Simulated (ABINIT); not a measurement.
# Ta (Im-3m) in ABINIT: notebook

One crystal, Ta, is run at these levels: PBEsol; tasks: equation of state.

Program: ABINIT 10.8.3 (patched build). These are calculated values, not measurements. Logs are shortened: lines on timing, memory, paths and dates and some standing lists are left out, and cuts for length are marked. The log counts tension as positive stress, the text compression.

**What was measured.**

From “Pressure effects on the electronic structure and superconductivity of (TaNb)0.67(HfZrTi)0.33 high entropy alloy”, 2019, arxiv:1910.08312, for a bulk crystal of Ta: bulk modulus 194 GPa.

From “Refinement of the equation of state of tantalum”, 2004, arxiv:cond-mat/0403080, for a bulk crystal of Ta: bulk modulus 194 GPa.

The results are compared with them further down.

### 1 The structure

The structure is cubic, space group Im-3m (No. 229). Conventional cell: a = 3.303 Å, b = 3.303 Å, c = 3.303 Å, α = 90.00°, β = 90.00°, γ = 90.00°. Ta (site symmetry m-3m) has 8 Ta at 2.86 Å as nearest neighbours.

### 2 Equation of state, PBEsol

Input file run.abi:

```
# Datasets: one volume each
ndtset 7
getwfk -1
scalecart1 3*0.9795861087
scalecart2 3*0.9864848297
scalecart3 3*0.9932883884
scalecart4 3*1.0000000000
scalecart5 3*1.0066227096
scalecart6 3*1.0131594038
scalecart7 3*1.0196128224

# Pseudopotentials
pp_dirpath "./"
pseudos "Ta.upf"

# Structure
acell 3*1.0
rprim
    -3.1204669551     3.1204669551     3.1204669551
     3.1204669551    -3.1204669551     3.1204669551
     3.1204669551     3.1204669551    -3.1204669551
ntypat 1
znucl 73
natom 1
typat 1
xred
     0.0000000000     0.0000000000     0.0000000000

# Plane-wave basis
ecut 789.130201 eV

# k points
kptopt 1
ngkpt 11 11 11
nshiftk 1
shiftk 0.0 0.0 0.0

# Exchange and correlation
ixc -116133

# Bands and occupations
nband 11
occopt 3
tsmear 0.05 eV

# SCF cycle
nstep 100
tolvrs 1.0e-10

# Output
iomode 3
prtwf 1
prtden 0
prteig 0
prtebands 0
enunit 1
```

Potentials or basis: PseudoDojo NC SR PBEsol v0.4.1 standard.

Command:

```console
$ abinit run.abi > log 2>&1
```

run.abo:

```text
.Version 10.8.3 of ABINIT
 DATASET    1 : space group Im -3 m (#229); Bravais cI (body-center cubic)
================================================================================
 Values of the parameters that define the memory need for DATASET  1.
     intxc =       0    ionmov =       0      iscf =       7    lmnmax =       8
     lnmax =       8     mgfft =      27  mpssoang =       4    mqgrid =    3001
     natom =       1  nloc_mem =       1    nspden =       1   nspinor =       1
    nsppol =       1      nsym =      48    n1xccc =    2501    ntypat =       1
    occopt =       3   xclevel =       2
       mpw =         875          nfft =       19683          nkpt =          56
================================================================================
================================================================================
[... 61 lines left out ...]
 DATASET    7 : space group Im -3 m (#229); Bravais cI (body-center cubic)
================================================================================
 Values of the parameters that define the memory need for DATASET  7.
     intxc =       0    ionmov =       0      iscf =       7    lmnmax =       8
     lnmax =       8     mgfft =      30  mpssoang =       4    mqgrid =    3001
     natom =       1  nloc_mem =       1    nspden =       1   nspinor =       1
    nsppol =       1      nsym =      48    n1xccc =    2501    ntypat =       1
    occopt =       3   xclevel =       2
       mpw =         970          nfft =       27000          nkpt =          56
================================================================================
================================================================================

--------------------------------------------------------------------------------
------------- Echo of variables that govern the present computation ------------
--------------------------------------------------------------------------------
 -outvars: echo values of preprocessed input variables --------
            acell      1.0000000000E+00  1.0000000000E+00  1.0000000000E+00 Bohr
              amu      1.80947900E+02
             ecut      2.90000000E+01 Hartree
           enunit           1
           getwfk          -1
                       outvar_i_n : Printing only first  50 k-points.
              ixc     -116133
           jdtset        1    2    3    4    5    6    7
                       outvar_i_n : Printing only first  50 k-points.
         kptrlatt       11    0    0      0   11    0      0    0   11
          kptrlen1     5.82392158E+01
          kptrlen2     5.86493646E+01
          kptrlen3     5.90538558E+01
          kptrlen4     5.94528804E+01
          kptrlen5     5.98466196E+01
          kptrlen6     6.02352449E+01
          kptrlen7     6.06189192E+01
            natom           1
            nband          11
           ndtset           7
            ngfft1         27      27      27
            ngfft2         27      27      27
            ngfft3         27      27      27
            ngfft4         30      30      30
            ngfft5         30      30      30
            ngfft6         30      30      30
            ngfft7         30      30      30
             nkpt          56
            nstep         100
             nsym          48
           ntypat           1
                       prtocc : prtvol=0, do not print more k-points.
           occopt           3
           prtden           0
        prtebands           0
           prteig           0
            rprim1    -3.0567660819E+00  3.0567660819E+00  3.0567660819E+00
                       3.0567660819E+00 -3.0567660819E+00  3.0567660819E+00
                       3.0567660819E+00  3.0567660819E+00 -3.0567660819E+00
            rprim2    -3.0782933128E+00  3.0782933128E+00  3.0782933128E+00
                       3.0782933128E+00 -3.0782933128E+00  3.0782933128E+00
                       3.0782933128E+00  3.0782933128E+00 -3.0782933128E+00
            rprim3    -3.0995235929E+00  3.0995235929E+00  3.0995235929E+00
                       3.0995235929E+00 -3.0995235929E+00  3.0995235929E+00
                       3.0995235929E+00  3.0995235929E+00 -3.0995235929E+00
            rprim4    -3.1204669551E+00  3.1204669551E+00  3.1204669551E+00
                       3.1204669551E+00 -3.1204669551E+00  3.1204669551E+00
                       3.1204669551E+00  3.1204669551E+00 -3.1204669551E+00
            rprim5    -3.1411329016E+00  3.1411329016E+00  3.1411329016E+00
                       3.1411329016E+00 -3.1411329016E+00  3.1411329016E+00
                       3.1411329016E+00  3.1411329016E+00 -3.1411329016E+00
            rprim6    -3.1615304398E+00  3.1615304398E+00  3.1615304398E+00
                       3.1615304398E+00 -3.1615304398E+00  3.1615304398E+00
                       3.1615304398E+00  3.1615304398E+00 -3.1615304398E+00
            rprim7    -3.1816681193E+00  3.1816681193E+00  3.1816681193E+00
                       3.1816681193E+00 -3.1816681193E+00  3.1816681193E+00
                       3.1816681193E+00  3.1816681193E+00 -3.1816681193E+00
          spgroup         229
           tolvrs      1.00000000E-10
           tsmear      1.83746611E-03 Hartree
            typat      1
                       outvars : Printing only first  50 k-points.
            znucl       73.00000

================================================================================

 chkinp: Checking input parameters for consistency, jdtset=   1.

 chkinp: Checking input parameters for consistency, jdtset=   2.
[... 29 lines left out ...]
 getcut: wavevector=  0.0000  0.0000  0.0000  ngfft=  27  27  27
         ecut(hartree)=     29.000   => boxcut(ratio)=   2.02875

--- Pseudopotential description ------------------------------------------------
- pspini: atom type   1  psp file is ./Ta.upf
12 -116133 3 -1 1432                          pspcod,pspxc,lmax,lloc,mmax
     nproj     2     2     2     2

   2.82201481E+02                                ecore*ucvol(ha*bohr**3)
--------------------------------------------------------------------------------

================================================================================

--- !BeginCycle
iteration_state: {dtset: 1, }
solver: {iscf: 7, nstep: 100, nline: 4, wfoptalg: 0, }
tolerances: {tolvrs: 1.00E-10, }
...
[... 392 lines left out ...]
 getcut: wavevector=  0.0000  0.0000  0.0000  ngfft=  30  30  30
         ecut(hartree)=     29.000   => boxcut(ratio)=   2.28969

 getcut : COMMENT -
  Note that boxcut > 2.2 ; recall that boxcut=Gcut(box)/Gcut(sphere) = 2
  is sufficient for exact treatment of convolution.
  Such a large boxcut is a waste : you could raise ecut
  e.g. ecut=   38.009472 Hartrees makes boxcut=2

--------------------------------------------------------------------------------

-inwffil : will read wavefunctions from disk file runo_DS3_WFK.nc

================================================================================
[... 128 lines left out ...]
 getcut: wavevector=  0.0000  0.0000  0.0000  ngfft=  30  30  30
         ecut(hartree)=     29.000   => boxcut(ratio)=   2.27463

 getcut : COMMENT -
  Note that boxcut > 2.2 ; recall that boxcut=Gcut(box)/Gcut(sphere) = 2
  is sufficient for exact treatment of convolution.
  Such a large boxcut is a waste : you could raise ecut
  e.g. ecut=   37.510978 Hartrees makes boxcut=2

--------------------------------------------------------------------------------

-inwffil : will read wavefunctions from disk file runo_DS4_WFK.nc

================================================================================
[... 128 lines left out ...]
 getcut: wavevector=  0.0000  0.0000  0.0000  ngfft=  30  30  30
         ecut(hartree)=     29.000   => boxcut(ratio)=   2.25995

 getcut : COMMENT -
  Note that boxcut > 2.2 ; recall that boxcut=Gcut(box)/Gcut(sphere) = 2
  is sufficient for exact treatment of convolution.
  Such a large boxcut is a waste : you could raise ecut
  e.g. ecut=   37.028514 Hartrees makes boxcut=2

--------------------------------------------------------------------------------

-inwffil : will read wavefunctions from disk file runo_DS5_WFK.nc

================================================================================
[... 128 lines left out ...]
 getcut: wavevector=  0.0000  0.0000  0.0000  ngfft=  30  30  30
         ecut(hartree)=     29.000   => boxcut(ratio)=   2.24565

 getcut : COMMENT -
  Note that boxcut > 2.2 ; recall that boxcut=Gcut(box)/Gcut(sphere) = 2
  is sufficient for exact treatment of convolution.
  Such a large boxcut is a waste : you could raise ecut
  e.g. ecut=   36.561269 Hartrees makes boxcut=2

--------------------------------------------------------------------------------

-inwffil : will read wavefunctions from disk file runo_DS6_WFK.nc

================================================================================
[... 103 lines left out ...]
-Cartesian components of stress tensor (GPa)         [Pressure= -1.4110E+01 GPa]
- sigma(1 1)=  1.41099261E+01  sigma(3 2)=  0.00000000E+00
- sigma(2 2)=  1.41099261E+01  sigma(3 1)=  0.00000000E+00
- sigma(3 3)=  1.41099261E+01  sigma(2 1)=  0.00000000E+00

== END DATASET(S) ==============================================================
================================================================================

 -outvars: echo values of variables after computation  --------
            acell      1.0000000000E+00  1.0000000000E+00  1.0000000000E+00 Bohr
           etotal1    -6.5081225760E+01
           etotal2    -6.5081797219E+01
           etotal3    -6.5081969968E+01
           etotal4    -6.5081786400E+01
           etotal5    -6.5081284720E+01
           etotal6    -6.5080497506E+01
           etotal7    -6.5079453130E+01
            fcart1    -0.0000000000E+00 -0.0000000000E+00 -0.0000000000E+00
            fcart2    -0.0000000000E+00 -0.0000000000E+00 -0.0000000000E+00
            fcart3    -0.0000000000E+00 -0.0000000000E+00 -0.0000000000E+00
            fcart4    -0.0000000000E+00 -0.0000000000E+00 -0.0000000000E+00
            fcart5    -0.0000000000E+00 -0.0000000000E+00 -0.0000000000E+00
            fcart6    -0.0000000000E+00 -0.0000000000E+00 -0.0000000000E+00
            fcart7    -0.0000000000E+00 -0.0000000000E+00 -0.0000000000E+00
            rprim1    -3.0567660819E+00  3.0567660819E+00  3.0567660819E+00
                       3.0567660819E+00 -3.0567660819E+00  3.0567660819E+00
                       3.0567660819E+00  3.0567660819E+00 -3.0567660819E+00
[... 17 lines left out ...]
                       3.1816681193E+00  3.1816681193E+00 -3.1816681193E+00
           strten1    -3.2278389758E-04 -3.2278389758E-04 -3.2278389758E-04
                       0.0000000000E+00  0.0000000000E+00  0.0000000000E+00
           strten2    -1.4952095276E-04 -1.4952095276E-04 -1.4952095276E-04
                       0.0000000000E+00  0.0000000000E+00  0.0000000000E+00
           strten3     5.4835640391E-06  5.4835640391E-06  5.4835640391E-06
                       0.0000000000E+00  0.0000000000E+00  0.0000000000E+00
           strten4     1.4387955638E-04  1.4387955638E-04  1.4387955638E-04
                       0.0000000000E+00  0.0000000000E+00  0.0000000000E+00
           strten5     2.6769411402E-04  2.6769411402E-04  2.6769411402E-04
                       0.0000000000E+00  0.0000000000E+00  0.0000000000E+00
           strten6     3.7901182003E-04  3.7901182003E-04  3.7901182003E-04
                       0.0000000000E+00  0.0000000000E+00  0.0000000000E+00
           strten7     4.7958664072E-04  4.7958664072E-04  4.7958664072E-04
                       0.0000000000E+00  0.0000000000E+00  0.0000000000E+00
 Calculation completed.
```

Run time: 80 s. Hardware: 1 thread of Intel Xeon Platinum 8488C (Sapphire Rapids), shared host; peak memory 0.11 GiB.

Results:

```yaml
Equilibrium_volume: 17.64 Å³/atom
Bulk_modulus: 212 GPa
Pressure_derivative_of_the_bulk_modulus: 4.4
```

Energy against volume, from the lowest point:
| volume (Å³/atom) | energy (meV/atom) |
| --- | --- |
| 16.930 | 20.25 |
| 17.290 | 4.70 |
| 17.650 | 0.00 |
| 18.010 | 5.00 |
| 18.371 | 18.65 |
| 18.731 | 40.07 |
| 19.091 | 68.49 |

Caveat: pressures at fixed basis lie under the slope of the energies. The run has no spin-orbit coupling, so splittings on Ta are missing.

### 3 Equation of state, PBEsol

Edit run.abi of step 2 so:

```diff
@@ -13,10 +13,10 @@
 pp_dirpath "./"
-pseudos "Ta.upf"
+pseudos "Ta.GGA_PBE-JTH.xml"
 
 # Structure
-acell 3*1.0
+acell 3*1.0 Angstrom
 rprim
-    -3.1204669551     3.1204669551     3.1204669551
-     3.1204669551    -3.1204669551     3.1204669551
-     3.1204669551     3.1204669551    -3.1204669551
+    -1.6512800000     1.6512800000     1.6512800000
+     1.6512800000    -1.6512800000     1.6512800000
+     1.6512800000     1.6512800000    -1.6512800000
 ntypat 1
@@ -29,3 +29,4 @@
 # Plane-wave basis
-ecut 789.130201 eV
+ecut 26.0
+pawecutdg 48.0
 
@@ -47,3 +48,3 @@
 nstep 100
-tolvrs 1.0e-10
+tolvrs 1.0e-9
```

Potentials or basis: JTH PAW PBE v2.0.

Command:

```console
$ abinit run.abi > log 2>&1
```

Run time: 77 s. Hardware: 1 thread of Intel Xeon Platinum 8488C (Sapphire Rapids), shared host; peak memory 0.14 GiB.

It converged, with:

```yaml
Equilibrium_volume: 17.65 Å³/atom
Bulk_modulus: 212 GPa
Pressure_derivative_of_the_bulk_modulus: 4.3
```

Energy against volume, from the lowest point:
```tsv
volume (Å³/atom)	energy (meV/atom)
16.930	20.89
17.290	4.98
17.650	0.00
18.010	4.73
18.371	18.17
18.731	39.43
19.091	67.85
```

Caveat: pressures at fixed basis lie under the slope of the energies; the PAW data sets were made with another functional, which shifts forces and pressure a little.

### 4 Comparison with measurements

Step 2. A measured bulk modulus of Ta is 194 GPa (quoted in “Pressure effects on the electronic structure and superconductivity of (TaNb)0.67(HfZrTi)0.33 high entropy alloy”, 2019, arxiv:1910.08312); the calculated 212 GPa misses it by +9.1 %. The fit is for a static lattice scaled at fixed shape and fixed fractional positions.

Step 3. A measured bulk modulus of Ta is 194 GPa (quoted in “Refinement of the equation of state of tantalum”, 2004, arxiv:cond-mat/0403080); the calculated 212 GPa misses it by +9.3 %. The fit is for a static lattice scaled at fixed shape and fixed fractional positions.
